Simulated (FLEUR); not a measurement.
LiH:

```
Li H
1.0
     0.00000    2.03675    2.03675
     2.03675    0.00000    2.03675
     2.03675    2.03675    0.00000
Li H
1 1
Direct
  0.00000 0.00000 0.00000
  0.50000 0.50000 0.50000
```

Base run:

```yaml
Program: FLEUR MaX-R8.1 (later development tree)
Functional: PBEsol
Potentials_or_basis: all-electron
Basis: FLAPW
Kmax: 4.1 1/bohr
k_mesh: 11 × 11 × 11
Occupations: fermi-dirac, width 0.05 eV
Spin: no spin polarisation
```

Its results: band gap on the k mesh 2.98 eV, direct.

Question: The run is repeated on the same cell with these changes: functional from PBEsol to PBE; kmax from 4.1 1/bohr to 3.8 1/bohr. What comes out?

Answer: Band gap on the k mesh 3.20 eV, direct.

Caveats: an odd mesh through Γ misses points on the zone boundary, where band edges often lie.

Not every run made on this cell is shown here.
